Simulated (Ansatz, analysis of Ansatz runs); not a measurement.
# A hop of O in TiO2 (Pbcn), charge +2, part 2 of 3

How high is the barrier when O changes place in TiO2 (Pbcn)? The case: V_O hop (2.6 Å), charge +2, in a cell of 48 host atoms with 1 O taken out.

Ansatz 0.2.0; plane-wave PAW DFT, PBEsol; nudged elastic band between two relaxed defect structures at fixed charge in a uniform background.

So far: The structure; Relaxation of the start point, charge +2; Relaxation of the end point, charge +2.

## 4. Nudged elastic band, charge +2

3 movable images are laid between the ends on a pair-potential path, which keeps atoms from colliding in the first guess. Each image feels the true force across the path and a spring force along it. The highest image is set to climb to the top of the path.

This step: plane-wave PAW DFT, PBEsol; nudged elastic band between two relaxed defect structures at fixed charge in a uniform background.

The input, qp2_c48k1s.neb/input.yaml:

```yaml
crystal:
  lattice:
    - [-4.53778301, 5.49491103, 4.87894185]
    - [4.53778301, -5.49491103, 4.87894185]
    - [4.53778301, 5.49491103, -4.87894185]
  atoms:
    - { symbol: Ti, position: [0.22258065, 0.13147092, 0.59069343] }
    - { symbol: Ti, position: [0.21187243, 0.62193385, 0.08716678] }
    - { symbol: Ti, position: [0.7119552, 0.12349317, 0.08663662] }
    - { symbol: Ti, position: [0.73491977, 0.66927059, 0.60511352] }
    - { symbol: Ti, position: [0.05692796, 0.14463357, 0.93288914] }
    - { symbol: Ti, position: [0.03095989, 0.62268524, 0.40878434] }
    - { symbol: Ti, position: [0.54711891, 0.07834359, 0.41331717] }
    - { symbol: Ti, position: [0.53971374, 0.62639682, 0.91090886] }
    - { symbol: Ti, position: [0.26164429, 0.37363905, 0.41131834] }
    - { symbol: Ti, position: [0.29033732, 0.87836253, 0.92117247] }
    - { symbol: Ti, position: [0.78588186, 0.37357038, 0.91486969] }
    - { symbol: Ti, position: [0.80726553, 0.88019492, 0.408611] }
    - { symbol: Ti, position: [0.47055391, 0.38125694, 0.09076131] }
    - { symbol: Ti, position: [0.45276402, 0.86158014, 0.59584146] }
    - { symbol: Ti, position: [0.95343959, 0.38027759, 0.59508465] }
    - { symbol: Ti, position: [0.96534499, 0.87323469, 0.08355237] }
    - { symbol: O, position: [0.35823795, 0.4032879, 0.6597211] }
    - { symbol: O, position: [0.34807593, 0.90127709, 0.17240891] }
    - { symbol: O, position: [0.84483768, 0.40388839, 0.17083776] }
    - { symbol: O, position: [0.86053705, 0.92256662, 0.68194235] }
    - { symbol: O, position: [0.40137627, 0.06606015, 0.55469377] }
    - { symbol: O, position: [0.40105057, 0.57346841, 0.05208834] }
    - { symbol: O, position: [0.9060396, 0.08135292, 0.06103205] }
    - { symbol: O, position: [0.89543966, 0.57382873, 0.55542823] }
    - { symbol: O, position: [0.23557174, 0.1806691, 0.8272706] }
    - { symbol: O, position: [0.22905581, 0.67005823, 0.32853736] }
    - { symbol: O, position: [0.72054678, 0.17408, 0.32582466] }
    - { symbol: O, position: [0.73401371, 0.67977742, 0.82636045] }
    - { symbol: O, position: [0.01710777, 0.34558647, 0.9443374] }
    - { symbol: O, position: [0.02135101, 0.85009783, 0.44355806] }
    - { symbol: O, position: [0.51862268, 0.84446004, 0.94208676] }
    - { symbol: O, position: [0.48054233, 0.15669095, 0.05906294] }
    - { symbol: O, position: [0.48276561, 0.63855858, 0.55066944] }
    - { symbol: O, position: [0.98248273, 0.15878357, 0.55297841] }
    - { symbol: O, position: [0.9794381, 0.65279303, 0.05430095] }
    - { symbol: O, position: [0.2766591, 0.3268607, 0.17917902] }
    - { symbol: O, position: [0.26420391, 0.81852693, 0.67381579] }
    - { symbol: O, position: [0.75591912, 0.31982905, 0.6678016] }
    - { symbol: O, position: [0.76830017, 0.82445079, 0.16948809] }
    - { symbol: O, position: [0.0831758, 0.42321365, 0.4403235] }
    - { symbol: O, position: [0.09956626, 0.9263725, 0.94386289] }
    - { symbol: O, position: [0.60004932, 0.42762954, 0.94314344] }
    - { symbol: O, position: [0.59689831, 0.90696215, 0.44144341] }
    - { symbol: O, position: [0.15911887, 0.09975338, 0.32599235] }
    - { symbol: O, position: [0.14824336, 0.59390045, 0.82655691] }
    - { symbol: O, position: [0.64725484, 0.09090067, 0.82542503] }
    - { symbol: O, position: [0.65678591, 0.59730241, 0.33390073] }
total_charge: 2
basis:
  ecutwfc: 420
  xc_grid: 2
hamiltonian:
  xc: pbesol
kpoints:
  mp_grid: { grid: [1, 1, 1], shift: [0.25, 0.25, 0.25] }
scf:
  occupations: { method: fixed }
  max_iter: 150
output:
  forces: true
neb:
  images: 3
  f_tol: 0.04
  climbing: true
  initial_path: idpp
  max_iterations: 45
  order_check: false
  final_atoms:
    - { symbol: Ti, position: [0.1926089, 0.12212992, 0.5929414] }
    - { symbol: Ti, position: [0.21402626, 0.62876687, 0.08669804] }
[... 1 atom line left out ...]
    - { symbol: Ti, position: [0.73827422, 0.62863013, 0.5902234] }
[... 3 atom lines left out ...]
    - { symbol: Ti, position: [0.52927352, 0.62098181, 0.91074955] }
    - { symbol: Ti, position: [0.26487904, 0.33295209, 0.39630233] }
[... 3 atom lines left out ...]
    - { symbol: Ti, position: [0.4601811, 0.37582122, 0.09058435] }
    - { symbol: Ti, position: [0.45273454, 0.92391274, 0.5881443] }
[... 2 atom lines left out ...]
    - { symbol: O, position: [0.34302929, 0.40499908, 0.66760086] }
[... 6 atom lines left out ...]
    - { symbol: O, position: [0.91669813, 0.5789859, 0.56117486] }
[... 3 atom lines left out ...]
    - { symbol: O, position: [0.72318925, 0.67537987, 0.82235679] }
[... 4 atom lines left out ...]
    - { symbol: O, position: [0.51712356, 0.36380546, 0.4508638] }
[... 2 atom lines left out ...]
    - { symbol: O, position: [0.26586295, 0.32249564, 0.17510731] }
[... 7 atom lines left out ...]
    - { symbol: O, position: [0.13936869, 0.07964708, 0.31953822] }
[... 2 atom lines left out ...]
    - { symbol: O, position: [0.6416475, 0.59896559, 0.34182252] }
```

Launch:

```sh
$ ansatz run input.yaml --threads 8 --pin off --max-ram 14131MiB --backend cpu --events-out ev --progress --plain --runs-dir out
```

Log:

```text
Warning: neb: disabling space-group detection — the band's intermediate images generally break the endpoint symmetry, so the full k-mesh is solved, and no spatial operation symmetrises the density, except that a semilocal band can use its path's symmetry [...]
[...]
parallel-image band execution: 3 concurrent image workers
NEB image 0
Crystal: 47 atoms, lattice volume = 486.620 Å³
Basis set: ecut = 420 eV, 9557 PW (Γ), exchange–correlation on 120×120×120 points (8 copies of the dense FFT grid, shifted against one another)
Bands: 235, of which v1, the nominal top of the filled ones, is band 188 counted from 1 (187 counted from 0)
Symmetry: 1 space group operations
k-points: 1
[...]
SCF iter   1: F=—  HF=-57057.277562 eV  |F-HF|=—  |Δ(HF+E_count)|=         —  Δρ=1.84e-2  dr2=1.71e0  ethr=1.77e-3  ⟨swp⟩=4.0  Hψ=724  notcnv=0  defer=43
[...]
SCF iter  13: F=-57057.015261 eV  HF=-57057.015261 eV  |F-HF|=7.69e-9  |Δ(HF+E_count)|=   2.31e-9  Δρ=1.97e-6  dr2=2.36e-8  ethr=2.66e-11  ⟨swp⟩=4.0  Hψ=683  notcnv=0
SCF 1 converged in 13 iterations: F = -57057.015261 eV  dr2 = 2.36e-8
[...]
NSCF: frozen V_eff on 1 k-points
NEB image 4
SCF iter   1: F=—  HF=-57057.277337 eV  |F-HF|=—  |Δ(HF+E_count)|=         —  Δρ=1.84e-2  dr2=1.71e0  ethr=1.77e-3  ⟨swp⟩=4.0  Hψ=724  notcnv=0  defer=43
[...]
SCF iter  13: F=-57057.015225 eV  HF=-57057.015225 eV  |F-HF|=7.67e-9  |Δ(HF+E_count)|=   2.10e-9  Δρ=1.97e-6  dr2=2.36e-8  ethr=2.66e-11  ⟨swp⟩=4.0  Hψ=683  notcnv=0
SCF 2 converged in 13 iterations: F = -57057.015225 eV  dr2 = 2.36e-8
[...]
NEB end point (image 0): max|allowed force component| = 2.410e-3 eV/Å (the criterion of neb.relax_end_points is 1.000e-2)
NEB end point (image 4): max|allowed force component| = 9.371e-3 eV/Å (the criterion of neb.relax_end_points is 1.000e-2)
NEB image 1
SCF iter   1: F=—  HF=-57056.154686 eV  |F-HF|=—  |Δ(HF+E_count)|=         —  Δρ=1.83e-2  dr2=1.71e0  ethr=1.77e-3  ⟨swp⟩=4.0  Hψ=722  notcnv=0  defer=45
[...]
SCF iter  13: F=-57055.889125 eV  HF=-57055.889125 eV  |F-HF|=5.56e-9  |Δ(HF+E_count)|=   2.88e-8  Δρ=1.94e-6  dr2=2.43e-8  ethr=2.66e-11  ⟨swp⟩=4.0  Hψ=628  notcnv=0
SCF 3 converged in 13 iterations: F = -57055.889125 eV  dr2 = 2.43e-8
NEB image 2
SCF iter   1: F=—  HF=-57055.422373 eV  |F-HF|=—  |Δ(HF+E_count)|=         —  Δρ=1.80e-2  dr2=1.67e0  ethr=1.77e-3  ⟨swp⟩=4.0  Hψ=717  notcnv=0  defer=44
[...]
SCF iter  12: F=-57055.154202 eV  HF=-57055.154202 eV  |F-HF|=5.31e-8  |Δ(HF+E_count)|=   4.30e-8  Δρ=4.01e-6  dr2=8.89e-8  ethr=2.66e-11  ⟨swp⟩=4.0  Hψ=707  notcnv=0
SCF 4 converged in 12 iterations: F = -57055.154202 eV  dr2 = 8.89e-8
NEB image 3
SCF iter   1: F=—  HF=-57056.108897 eV  |F-HF|=—  |Δ(HF+E_count)|=         —  Δρ=1.82e-2  dr2=1.68e0  ethr=1.77e-3  ⟨swp⟩=4.0  Hψ=718  notcnv=0  defer=45
[...]
SCF iter  13: F=-57055.847645 eV  HF=-57055.847645 eV  |F-HF|=6.19e-9  |Δ(HF+E_count)|=   2.75e-8  Δρ=1.92e-6  dr2=2.43e-8  ethr=2.66e-11  ⟨swp⟩=4.0  Hψ=599  notcnv=0
SCF 5 converged in 13 iterations: F = -57055.847645 eV  dr2 = 2.43e-8
NEB iter   1: max|band force component| = 2.266e0 eV/Å  barrier→ = 1.8611 eV  barrier← = 1.8610 eV  Δτ_max = 0.1575 Å  (64 SCF iters)
NEB image 1
[...]
iter 1 solved again at ethr=2.46e-5 eV; its pass at ethr=3.10e-3 eV (dr2=9.24e-2 eV) is discarded
[...]
SCF iter  10: F=-57056.222186 eV  HF=-57056.222186 eV  |F-HF|=2.13e-8  |Δ(HF+E_count)|=   6.32e-8  Δρ=3.73e-6  dr2=7.59e-8  ethr=2.66e-11  ⟨swp⟩=5.0  Hψ=742  notcnv=0
SCF 6 converged in 10 iterations: F = -57056.222186 eV  dr2 = 7.59e-8
NEB image 2
[...]
SCF iter  10: F=-57055.806858 eV  HF=-57055.806858 eV  |F-HF|=2.43e-8  |Δ(HF+E_count)|=   7.38e-8  Δρ=4.17e-6  dr2=9.33e-8  ethr=2.66e-11  ⟨swp⟩=5.0  Hψ=776  notcnv=0
SCF 7 converged in 10 iterations: F = -57055.806858 eV  dr2 = 9.33e-8
NEB image 3
[...]
SCF iter  10: F=-57056.225199 eV  HF=-57056.225199 eV  |F-HF|=1.13e-8  |Δ(HF+E_count)|=   5.72e-8  Δρ=3.31e-6  dr2=5.97e-8  ethr=2.66e-11  ⟨swp⟩=5.0  Hψ=709  notcnv=0
SCF 8 converged in 10 iterations: F = -57056.225199 eV  dr2 = 5.97e-8
NEB iter   2: max|band force component| = 1.047e0 eV/Å  barrier→ = 1.2084 eV  barrier← = 1.2084 eV  Δτ_max = 0.0940 Å  (30 SCF iters)
NEB image 1
[...]
SCF iter  10: F=-57056.354396 eV  HF=-57056.354396 eV  |F-HF|=7.58e-9  |Δ(HF+E_count)|=   5.40e-8  Δρ=3.51e-6  dr2=6.83e-8  ethr=2.66e-11  ⟨swp⟩=5.0  Hψ=743  notcnv=0
SCF 9 converged in 10 iterations: F = -57056.354396 eV  dr2 = 6.83e-8
NEB image 2
[...]
SCF iter  11: F=-57056.062465 eV  HF=-57056.062465 eV  |F-HF|=7.68e-9  |Δ(HF+E_count)|=   3.68e-8  Δρ=2.74e-6  dr2=3.91e-8  ethr=2.66e-11  ⟨swp⟩=5.0  Hψ=705  notcnv=0
SCF 10 converged in 11 iterations: F = -57056.062465 eV  dr2 = 3.91e-8
NEB image 3
[...]
SCF iter  10: F=-57056.348396 eV  HF=-57056.348396 eV  |F-HF|=2.26e-9  |Δ(HF+E_count)|=   4.70e-8  Δρ=3.19e-6  dr2=5.84e-8  ethr=2.66e-11  ⟨swp⟩=5.0  Hψ=724  notcnv=0
SCF 11 converged in 10 iterations: F = -57056.348396 eV  dr2 = 5.84e-8
NEB iter   3: max|band force component| = 4.567e-1 eV/Å  barrier→ = 0.9528 eV  barrier← = 0.9528 eV  CI = image 2  Δτ_max = 0.0790 Å  (31 SCF iters)
[...]
NEB iter   4: max|band force component| = 2.421e-1 eV/Å  barrier→ = 0.8933 eV  barrier← = 0.8932 eV  CI = image 2  Δτ_max = 0.0341 Å  (30 SCF iters)
[...]
NEB iter   5: max|band force component| = 1.657e-1 eV/Å  barrier→ = 0.8707 eV  barrier← = 0.8707 eV  CI = image 2  Δτ_max = 0.0207 Å  (27 SCF iters)
[...]
NEB iter   6: max|band force component| = 1.668e-1 eV/Å  barrier→ = 0.8636 eV  barrier← = 0.8635 eV  CI = image 2  Δτ_max = 0.0103 Å  (27 SCF iters)
[...]
NEB iter   7: max|band force component| = 5.862e-2 eV/Å  barrier→ = 0.8607 eV  barrier← = 0.8607 eV  CI = image 2  Δτ_max = 0.0054 Å  (24 SCF iters)
NEB image 1
[...]
SCF iter   7: F=-57056.438686 eV  HF=-57056.438686 eV  |F-HF|=8.73e-10  |Δ(HF+E_count)|=   1.60e-8  Δρ=2.06e-6  dr2=2.14e-8  ethr=2.66e-11  ⟨swp⟩=5.0  Hψ=708  notcnv=0
SCF 24 converged in 7 iterations: F = -57056.438686 eV  dr2 = 2.14e-8
NEB image 2
[...]
SCF iter   7: F=-57056.155469 eV  HF=-57056.155469 eV  |F-HF|=2.91e-9  |Δ(HF+E_count)|=   1.06e-8  Δρ=2.91e-6  dr2=5.02e-8  ethr=2.66e-11  ⟨swp⟩=3.0  Hψ=738  notcnv=0
SCF 25 converged in 7 iterations: F = -57056.155469 eV  dr2 = 5.02e-8
NEB image 3
[...]
SCF iter   7: F=-57056.439444 eV  HF=-57056.439444 eV  |F-HF|=7.84e-9  |Δ(HF+E_count)|=   6.41e-9  Δρ=2.59e-6  dr2=4.11e-8  ethr=2.66e-11  ⟨swp⟩=3.0  Hψ=753  notcnv=0
SCF 26 converged in 7 iterations: F = -57056.439444 eV  dr2 = 4.11e-8
NEB image 1
[...]
NEB image 3
[...]
NEB image 2
[...]
the band table was solved once a step of the walk had ended and its energy, with any forces and stress, was formed, with the checks that follow a solve (978 applications of the Hamiltonian). They found nothing against the state; [...]
NEB iter   8: max|band force component| = 3.277e-2 eV/Å  barrier→ = 0.8598 eV  barrier← = 0.8598 eV  CI = image 2  Δτ_max = 0.0000 Å  (21 SCF iters)
SCF converged after 7 iterations
Free energy (F): -57056.155469 eV
[...]
Internal energy: -57056.155469 eV  (E = F + TS)
E sigma→0 (E₀):  -57056.155469 eV
Fermi energy:    8.828988 eV
[...]
--- Forces (eV/Å), atoms counted from 1 ---
  atom   1  Ti    -0.01209663     0.01758961     0.00526203
  atom   2  Ti     0.00789180    -0.02337440    -0.00387290
  [... 1 atom left out ...]
  atom   4  Ti    -0.00460431     0.00120523     0.01344512
  [... 3 atoms left out ...]
  atom   8  Ti     0.00846509     0.00549664     0.00667938
  atom   9  Ti    -0.00456518     0.00427950    -0.00126504
  [... 4 atoms left out ...]
  atom  14  Ti    -0.00776843     0.00281202     0.01259908
  [... 2 atoms left out ...]
  atom  17  O     -0.00352702    -0.00406754    -0.00657882
  [... 10 atoms left out ...]
  atom  28  O      0.00507301     0.00401715     0.00166634
  [... 4 atoms left out ...]
  atom  33  O      0.00719618     0.02207702     0.01303487
  [... 2 atoms left out ...]
  atom  36  O     -0.00805838    -0.01023779    -0.00262412
  [... 7 atoms left out ...]
  atom  44  O     -0.00591485    -0.00116599    -0.00352917
  [... 2 atoms left out ...]
  atom  47  O      0.00344315     0.00548364     0.01011811
  max |Σ_I F_I| component: 3.93e-6 eV/Å
--- Band table (eV) ---
[...]
this run last wrote the band of iteration 8 to <dir>
--- NEB band (5 images, 8 band iterations, 254 SCF iterations) ---
  forward barrier  = 0.859792 eV
  backward barrier = 0.859756 eV
  climbing image's point = of an order that was not read
  energies are F+E_penalty+E_count in eV, relative to image 0
  image     s (Å)  Δ vs image 0  max|band force component| (eV/Å)
      0    0.0000      0.000000                                 —
      1    0.7137      0.576575                          3.092e-2
  *   2    1.4273      0.859792                          3.277e-2
      3    2.1394      0.575817                          3.086e-2
      4    2.8514      0.000036                                 —
  climbing-image geometry (image 2):
  cell:  # Å, volume = 486.6201 Å³
    - [-4.53778301, 5.49491103, 4.87894185]
    - [4.53778301, -5.49491103, 4.87894185]
    - [4.53778301, 5.49491103, -4.87894185]
  atoms:
    - { symbol: Ti, position: [0.204185, 0.137241, 0.595277] }
    - { symbol: Ti, position: [0.213892, 0.622771, 0.088935] }
    - { symbol: Ti, position: [0.711557, 0.121012, 0.077524] }
    - { symbol: Ti, position: [0.744215, 0.654037, 0.611532] }
    - { symbol: Ti, position: [0.042349, 0.135062, 0.918984] }
    - { symbol: Ti, position: [0.032590, 0.618451, 0.404973] }
    - { symbol: Ti, position: [0.558386, 0.093912, 0.406451] }
    - { symbol: Ti, position: [0.533586, 0.623468, 0.910125] }
    - { symbol: Ti, position: [0.254895, 0.347697, 0.389123] }
    - { symbol: Ti, position: [0.288484, 0.881417, 0.924019] }
    - { symbol: Ti, position: [0.786357, 0.379474, 0.912699] }
    - { symbol: Ti, position: [0.795562, 0.865040, 0.406038] }
    - { symbol: Ti, position: [0.466412, 0.378855, 0.091024] }
    - { symbol: Ti, position: [0.441492, 0.908358, 0.595052] }
    - { symbol: Ti, position: [0.967401, 0.383902, 0.596710] }
    - { symbol: Ti, position: [0.957431, 0.867006, 0.082386] }
    - { symbol: O, position: [0.337766, 0.404855, 0.675886] }
    - { symbol: O, position: [0.349776, 0.905047, 0.173961] }
    - { symbol: O, position: [0.847787, 0.404000, 0.169065] }
    - { symbol: O, position: [0.843296, 0.912935, 0.677863] }
    - { symbol: O, position: [0.404522, 0.083264, 0.557399] }
    - { symbol: O, position: [0.402567, 0.576696, 0.058591] }
    - { symbol: O, position: [0.908606, 0.083932, 0.064806] }
    - { symbol: O, position: [0.903271, 0.567952, 0.552305] }
    - { symbol: O, position: [0.232012, 0.176130, 0.827740] }
    - { symbol: O, position: [0.238152, 0.673793, 0.334621] }
    - { symbol: O, position: [0.730508, 0.174276, 0.322585] }
    - { symbol: O, position: [0.736330, 0.681775, 0.837540] }
    - { symbol: O, position: [0.017221, 0.347654, 0.941414] }
    - { symbol: O, position: [0.018842, 0.846828, 0.446504] }
    - { symbol: O, position: [0.519219, 0.843993, 0.938082] }
    - { symbol: O, position: [0.480768, 0.158308, 0.063390] }
    - { symbol: O, position: [0.499511, 0.500691, 0.500432] }
    - { symbol: O, position: [0.980803, 0.155305, 0.555020] }
    - { symbol: O, position: [0.982775, 0.654673, 0.060308] }
    - { symbol: O, position: [0.263671, 0.320676, 0.163782] }
    - { symbol: O, position: [0.269326, 0.827974, 0.678909] }
    - { symbol: O, position: [0.761713, 0.328338, 0.667011] }
    - { symbol: O, position: [0.767758, 0.826040, 0.173679] }
    - { symbol: O, position: [0.096523, 0.434329, 0.449488] }
    - { symbol: O, position: [0.091781, 0.918920, 0.937234] }
    - { symbol: O, position: [0.597465, 0.425559, 0.942784] }
    - { symbol: O, position: [0.595237, 0.918930, 0.444130] }
    - { symbol: O, position: [0.156458, 0.089257, 0.323819] }
    - { symbol: O, position: [0.152099, 0.598300, 0.832630] }
    - { symbol: O, position: [0.650222, 0.097103, 0.827563] }
    - { symbol: O, position: [0.661894, 0.597397, 0.325729] }
```

Elapsed: 92 s, on 8 threads of Arm Neoverse V2, shared host; peak memory 2.2 GiB; 9.2 min of CPU time.

The path, image by image:

| image | path (Å) | energy (eV) | O33: x, y, z (Å) |
| --- | --- | --- | --- |
| 0 | 0.000 | 0.0000 | 3.206, 2.170, 2.784 |
| 1 | 0.714 | 0.5766 | 2.795, 2.420, 2.641 |
| 2 | 1.427 | 0.8598 | 2.276, 2.743, 2.438 |
| 3 | 2.139 | 0.5758 | 1.760, 3.068, 2.238 |
| 4 | 2.851 | 0.0000 | 1.350, 3.320, 2.098 |

This step gave:

- free energy: -57056.1555 eV
- barrier forward: 0.8598 eV
- barrier backward: 0.8598 eV
- end less start: 3.55e-5 eV
- hop length: 2.288 Å

Track of the atom that was set to move:

| image | x (Å) | y (Å) | z (Å) | nearest neighbour | distance (Å) |
| --- | --- | --- | --- | --- | --- |
| 0 | 3.206 | 2.17 | 2.784 | Ti | 1.912 |
| 1 | 2.795 | 2.42 | 2.641 | Ti | 1.816 |
| 2 | 2.276 | 2.743 | 2.438 | Ti | 1.79 |
| 3 | 1.76 | 3.068 | 2.238 | Ti | 1.817 |
| 4 | 1.35 | 3.32 | 2.098 | Ti | 1.912 |

The band met its tolerance of 0.04 eV/Å after 8 iterations, with image 2 on top (the start counts as 0). O33, which moves farthest between the ends, has 3 Ti at 1.91 to 2.03 Å nearest at the start and 2 Ti at 1.79 Å at the top.

[end of part 2 of 3]

[Long decimals in the printed logs are rounded to 6 places.]

[Repeated set-up lines and some long k-point lines are left out of the logs, and relaxed atomic positions are cut to six decimals.]

[Logs are printed without paths, hosts, clocks, repeated set-up lines and the standing remarks that a program may print on its own settings, such as how far it seeks lower states.]

[Hosts, paths, dates, database ids (printed as entryN), source tags and the programs' standing remarks are cut or masked in the printed files.]
